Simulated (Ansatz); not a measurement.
Ge under changes of volume

One of the cells (22.639 Å³/atom); the others are scaled copies at fixed shape and fractional positions:

```
Ge
1.0
     0.00000    2.82891    2.82891
     2.82891    0.00000    2.82891
     2.82891    2.82891    0.00000
Ge
2
Direct
  0.75000 0.75000 0.75000
  0.50000 0.50000 0.50000
```

| Quantity | Value |
| --- | --- |
| Program | Ansatz 0.2.0 |
| Functional | BLYP |
| Potentials or basis | all-electron LAPW, non-relativistic |
| Cutoff | 316 eV (chosen from the basis error) |
| Basis error allowed | 0.001 eV/atom |
| k mesh | 8 × 8 × 8 |
| Occupations | cold, width 0.05 eV |
| Spin | collinear spin, antiferromagnetic start |
| Starting moments | [0.5, -0.5] μB |

```csv
volume (Å³/atom),energy over the lowest point (meV/atom),pressure (GPa),gap on the mesh (eV)
21.281,133.69,13.7,0.70
21.733,?,?,?
22.186,68.79,9.4,0.56
22.639,44.78,7.6,0.49
23.092,25.64,6.0,0.32
23.545,10.89,4.5,0.14
23.997,0.00,3.3,none
```

Q: What does the run at 21.733 Å³/atom give?

A: Energy over the lowest point 98.22 meV/atom; pressure 11.4 GPa; gap on the mesh 0.63 eV.

Worked out: A Birch-Murnaghan fit of order 3 (a polynomial in V^(-2/3)) to the other rows has no minimum within the range. It gives 98.23 meV/atom at 21.733 Å³/atom, against the run's 98.22, and -dE/dV = 11.5 GPa, against 11.4.

Energies are extrapolated to zero smearing.

Caveats: relativity is left out, which matters for the heavier elements; the starting moments weren't kept.

A mesh can miss the band edges. Spin-orbit coupling on Ge is left out.

A gap of «none» marks a metal or a gap under the smearing width.
